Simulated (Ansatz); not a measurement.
# From formation energies to a reaction energy: GaP2

Level of theory: DFT PBE, scalar-relativistic, plane waves, PAW (Ansatz). All cells share a 420 eV cutoff and Γ-centred k meshes spaced about 0.3 Å⁻¹ or finer (0.25 for metals, 2π included). No spin polarisation.

Formation energies are uncorrected and refer to the elements' standard structures at the same level. The references include black phosphorus.

All energies are static (0 K, no zero-point motion). The reference form of P is held partly by dispersion forces, which this level lacks.

A trial structure of GaP2 (reached from: random cell; relaxed: space group Pnnm (No. 58), a = 4.960 Å, b = 6.126 Å, c = 3.641 Å) has a formation energy of -0.041 eV/atom. It holds P–P pairs (shortest 2.10 Å). At its composition the lowest mixture among the elements and 1 reference phase computed alike (others may be missing) consists of these:

```csv
phase,source,ΔE_f (eV/atom)
P (solid),element,-0.001
GaP (F-43m),Materials Project,-0.432
```

The lowest database cell of P (-0.001) lies slightly below the reference, hence the non-zero entry.

Task: Write the balanced decomposition and find its energy per atom, per formula unit and per mole of formula units.

Result: Balancing Ga and P gives GaP2 → P + GaP. The left side holds 3 atoms, and the products take 1/3 (P) and 2/3 (GaP) of them. The mixture therefore lies at 1/3 × (-0.001) + 2/3 × (-0.432) = -0.288 eV/atom. The reaction energy is -0.288 − (-0.041) = -0.247 eV/atom. Times 3 atoms that is -0.741 eV per GaP2, and times 96.485 it is -71 kJ per mole of GaP2. Decomposition is downhill, so the trial structure is unstable against this mixture.
